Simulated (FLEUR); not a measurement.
Runs of FLEUR MaX-R8.1 (later development tree) on Mg3Sb2. The structure is trigonal, space group P-3m1 (No. 164). Conventional cell: a = 4.582 Å, b = 4.582 Å, c = 7.244 Å, α = 90.00°, β = 90.00°, γ = 120.00°. Sb (site symmetry 3m) has 7 Mg at 2.82 to 3.15 Å as nearest neighbours. Mg (site symmetry -3m) is surrounded by 6 Sb at 3.15 Å. Mg (site symmetry 3m) has 4 Sb at 2.82 to 2.86 Å as nearest neighbours. 

| task | level | gmax | muffin-tin radii | max iterations | mixer history | density convergence | kmax | gap on the mesh (eV) |
| --- | --- | --- | --- | --- | --- | --- | --- | --- |
| band structure | r2SCAN | 13.6 1/bohr | Sb 2.66, Mg 2.24 bohr | 80 | 30 | 0.0001 me/bohr^3 | 4.38 1/bohr | (a) |
| band structure | PBEsol | 13.6 1/bohr | Sb 2.66, Mg 2.24 bohr | 60 | 15 | 1e-05 me/bohr^3 | 4.38 1/bohr | 0.36 |
| single point | PBEsol | 13.8 1/bohr | Sb 2.64, Mg 2.2 bohr | 60 | 15 | 1e-05 me/bohr^3 | 4.45 1/bohr | 0.36 |
| band structure | LDA | 13.6 1/bohr | Sb 2.66, Mg 2.24 bohr | 60 | 15 | 1e-05 me/bohr^3 | 4.38 1/bohr | 0.30 |

Alike in all rows: potentials or basis all-electron, FLAPW; no spin polarisation; cell as given; k mesh 7 × 7 × 4; smearing fermi-dirac 0.05 eV.

Question: Estimate the missing entries.

Answer: (a) 0.80.

Caveats: spin-orbit coupling is left out, which moves the levels of the heavy elements; the mesh misses the band edges, which the band path finds closer together (some runs); the meta-GGA is that of a development version, with a GGA for the radial functions and cores and without core tails (some runs); an odd mesh through Γ misses points on the zone boundary, where band edges often lie (some runs).

A k mesh can miss the band edges, and the runs leave out spin-orbit coupling on Sb.

Not every run made on this cell is shown here.
